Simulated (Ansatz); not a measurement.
Crystal: HfN.

```xyz
2
Lattice="0.0000 2.4548 2.4548 2.4548 0.0000 2.4548 2.4548 2.4548 0.0000" Properties=species:S:1:pos:R:3 pbc="T T T"
Hf    0.0000    0.0000    0.0000
N     1.2274    1.2274    1.2274
```

The cell comes from a database or a generator and needn't be the stable form of this composition.

Base run:

| Quantity | Value |
| --- | --- |
| Program | Ansatz 0.2.0 |
| Functional | r2SCAN |
| Potentials or basis | Ansatz PAW |
| Cutoff | 500 eV (not typed: the program's choice for these potentials) |
| k mesh | 9 × 9 × 9 |
| Occupations | fermi-dirac, width 0.05 eV |
| Spin | no spin polarisation |

Its results: band gap on the k mesh none (metal or under the smearing width); pressure -2.3 GPa.

Q: The run is repeated on the same cell with these changes: functional from r2SCAN to LDA; cutoff from 500 eV (not typed: the program's choice for these potentials) to 420 eV (not typed: the program's choice for these potentials). What comes out?

A: Band gap on the k mesh none (metal or under the smearing width); pressure -9.7 GPa.

Caveats: spin-orbit coupling is left out, which moves the levels of the heavy elements; the PAW data sets come from PBE, with cores solved anew for the run's functional, which leaves a small shift of forces and pressure.
